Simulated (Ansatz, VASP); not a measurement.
## H4CO: VASP beside Ansatz

```
CELL_PARAMETERS angstrom
7.12562 0.00000 0.00000
0.00000 7.12562 0.00000
0.00000 0.00000 7.12562
ATOMIC_POSITIONS crystal
C 0.81054 0.76289 0.43007
C 0.14545 0.22302 0.41223
C 0.49435 0.42952 0.08899
C 0.93031 0.12113 0.94595
C 0.00456 0.57877 0.81977
C 0.38419 0.85599 0.75434
O 0.01015 0.76102 0.41372
O 0.06141 0.39086 0.34162
O 0.36079 0.31482 0.99350
O 0.83451 0.95650 0.00817
O 0.04197 0.61496 0.01278
O 0.51550 0.00859 0.78325
H 0.75144 0.86667 0.33180
H 0.04775 0.62859 0.39630
H 0.75058 0.62424 0.39680
H 0.76822 0.79953 0.57505
H 0.11674 0.21876 0.56456
H 0.08835 0.40495 0.20737
H 0.08499 0.09517 0.34741
H 0.29973 0.22268 0.39136
H 0.41741 0.55087 0.14511
H 0.42642 0.21401 0.92680
H 0.56164 0.35495 0.20714
H 0.60597 0.48123 0.99447
H 0.07895 0.10878 0.98422
H 0.71512 0.95327 0.93913
H 0.92111 0.13802 0.79226
H 0.87356 0.24874 0.01276
H 0.10722 0.47455 0.77165
H 0.97510 0.73087 0.04547
H 0.86190 0.52157 0.79756
H 0.01903 0.70576 0.73346
H 0.32176 0.82337 0.89208
H 0.56761 0.04263 0.66189
H 0.27292 0.89675 0.65478
H 0.45785 0.72994 0.70079
```

Alike in both runs: functional PBE; dispersion D3(BJ); k mesh 1 × 1 × 1; occupations fermi-dirac, width 0.02 eV; no spin polarisation.

Ansatz relaxed the structure, and its values are those at the end. VASP's run is a single point on that final structure, the one shown.

|  | VASP | Ansatz |
| --- | --- | --- |
| version | VASP 6.6.1 | Ansatz 0.2.0 |
| potentials or method | VASP PAW PBE potentials, release 64 (C, O, H) | scalar-relativistic, plane waves, PAW |
| plane-wave cutoff (eV) | 520 | 420 |
| valence electrons in the cell | 84 | 84 |

```tsv
	VASP	Ansatz	Ansatz less VASP
gap on the k mesh at the Fermi level (eV)	4.28	4.30	+0.014
rms of the force components (eV/Å)	0.083	0.070	-0.0123
dispersion energy (meV/atom)	-38.4	-38.4	-0.01
```

Ansatz warned: «xc_potential_rough_in_thin_density».

A hybrid or GW would open this gap; PBE tends to underestimate it.
